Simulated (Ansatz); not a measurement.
An Ansatz input:

```yaml
crystal:
  lattice:
    - [-3.4488639371, 3.0223268853, 1.4329837394]
    - [3.0223268853, -3.4488639371, 1.4329837394]
    - [2.5057254815, 2.5057254815, -2.2141871311]
  atoms:
    - { symbol: Al, position: [0.9895291984, 0.0104708016, 0.0] }
    - { symbol: Al, position: [0.7604708016, 0.2395291984, 0.5] }
hamiltonian:
  xc: rpbe
  pseudopotentials:
    kind: paw
    azcp:
      Al: "pseudopotentials/Al.paw.azcp"
basis:
  ecutwfc: 420
  fft_grid_basis: typed
kpoints:
  mp_grid: { grid: [18, 18, 12], shift: [0, 0, 0] }
magnetization:
  spin_polarized: false
scf:
  occupations: { method: fermi_dirac, width: 0.1 }
  lower_state_search: "off"
output:
  stress: true
  write_density: true
  write_potential: true
  elf: true
  volumetric_format: npy
```

Terminal output

```
Engine: ansatz 0.2.0, aarch64-unknown-linux-gnu
Pseudopotentials: kind: paw
Pseudopotential: Al, paw, valence charge 3, recommended cutoff 420 eV (normal) 
Functional definition: RPBE
  parameter kappa = 0.804
  parameter beta = 0.06672455060314922
  exchange = rpbe_x(kappa = kappa, mu = beta*pi^2/3)
  correlation = pbe_c(beta = beta)
Crystal: 2 atoms, lattice volume = 40.360 Å³
Basis set: ecut = 420 eV, 769 PW (Γ)
Bands: 7, of which v1, the nominal top of the filled ones, is band 3 counted from 1 (2 counted from 0)
Symmetry: 4 space group operations
Space group: C2/c (ITA 15), of the structure as read, at distance tolerance 3.4e-5 Å
k-points: 1037 of 3888
Non-local potential: Al, projectors of the file, l = 0: 2, l = 1: 2, l = 2: 1
PAW form: soft (Blöchl's): semilocal exchange-correlation on the pseudo side does not see the compensation charge
PAW frozen core: Al, regenerated for the run's functional, and the local potential with it (the file was generated under x = pbe(κ = 0.804, μ = 0.2195149727645171), c = pbe(β = 0.06672455060314922))
PAW one-centre angular grid: Al, 110 points (default); XC on 64 Gauss nodes
Initial density: superposition of atomic densities (neutral atoms: chi_scale 0, normalization atom), corrected by the library's trained network
Initial wavefunctions: pseudopotential atomic-orbital guess
Functional: x = rpbe, c = pbe(β = 0.06672455060314922)
SCF iter   1: F=—  HF=-1080.641734 eV  |F-HF|=—  |Δ(HF+E_count)|=         —  Δρ=2.07e-3  dr2=2.32e-3  ethr=1.77e-3  ⟨swp⟩=5.1  Hψ=58097  notcnv=0
SCF iter   2: F=—  HF=-1080.641355 eV  |F-HF|=—  |Δ(HF+E_count)|=   3.78e-4  Δρ=1.33e-3  dr2=9.75e-4  ethr=3.86e-5  ⟨swp⟩=1.1  Hψ=15641  notcnv=0
SCF iter   3: F=—  HF=-1080.641063 eV  |F-HF|=—  |Δ(HF+E_count)|=   2.93e-4  Δρ=5.95e-5  dr2=1.48e-6  ethr=1.62e-5  ⟨swp⟩=2.0  Hψ=9876  notcnv=0
SCF iter   4: F=—  HF=-1080.641061 eV  |F-HF|=—  |Δ(HF+E_count)|=   1.16e-6  Δρ=2.50e-5  dr2=1.01e-6  ethr=2.47e-8  ⟨swp⟩=2.2  Hψ=10443  notcnv=0
iter 5 did not close the SCF: its close was put off for the readings that it lacked (scf_convergence_deferred on its scf_iter line)
SCF iter   5: F=-1080.641061 eV  HF=-1080.641061 eV  |F-HF|=1.67e-10  |Δ(HF+E_count)|=   3.11e-7  Δρ=5.51e-6  dr2=1.22e-8  ethr=1.69e-8  ⟨swp⟩=1.9  Hψ=9132  notcnv=0
SCF iter   6: F=-1080.641061 eV  HF=-1080.641061 eV  |F-HF|=3.10e-10  |Δ(HF+E_count)|=  7.46e-10  Δρ=1.04e-6  dr2=2.92e-10  ethr=2.04e-10  ⟨swp⟩=4.2  Hψ=31433  notcnv=0
SCF 1 converged in 6 iterations: F = -1080.641061 eV  dr2 = 2.92e-10
SCF converged after 6 iterations
Free energy (F): -1080.641061 eV
Harris-Foulkes:  -1080.641061 eV  (|F-HF|=3.10e-10)
Internal energy: -1080.611874 eV  (E = F + TS)
E sigma→0 (E₀):  -1080.626468 eV
Entropy (-TS):   -0.029187 eV (-14.593 meV/atom)
Fermi energy:    6.002427 eV
--- Per-component energies (eV) ---
  E_band       = 12.514621
  E_kinetic    = 40.818009
  E_local      = 11.375228  (includes V_loc(G=0)·N_el)
  E_nonlocal   = 19.869678
  E_hartree    = 0.855250
  E_xc         = -77.455765
  E_vxc        = -54.709854  (∫ρ·V_xc dr)
  E_paw        = -939.824328  (= ΣΔE_a)
  E_vpaw       = -6.548938  (= ΣTr[D̂ρ^β])
  E_aug_tail   = -0.000002  (compensation charges beyond the density's cutoff)
  E_ewald      = -136.215420
  E_core_change = -0.034523  (= ΣΔE_core)
  E_smearing   = -0.029187  (= −TS)
  E_closure    = 0.000000  (closes the sum)
  Σ components = -1080.641061   (vs F -1080.641061, Δ=0.00e0)
--- Stress (GPa, compression-positive) ---
       -6.170863       0.300386       0.007712
        0.300386      -6.170863       0.007712
        0.007712       0.007712      -5.937687
  P = ⅓ Tr σ = -6.0931 GPa (-60.931 kbar)
--- Band table (eV; the first three rows and the last of 1037) ---
  k-point 0: bands = ["-3.8184", "2.9440", "3.4136", "11.1870", "11.8888", "13.2109", "14.3370"]
  k-point 1: bands = ["-3.7053", "3.0499", "3.5243", "9.2527", "13.3045", "13.6507", "14.4320"]
  k-point 2: bands = ["-3.3664", "3.3677", "3.8541", "7.1015", "13.3016", "13.4780", "13.6051"]
  k-point 1036: bands = ["1.4848", "1.4848", "2.4381", "2.4381", "14.5878", "14.5878", "14.9913"]
```
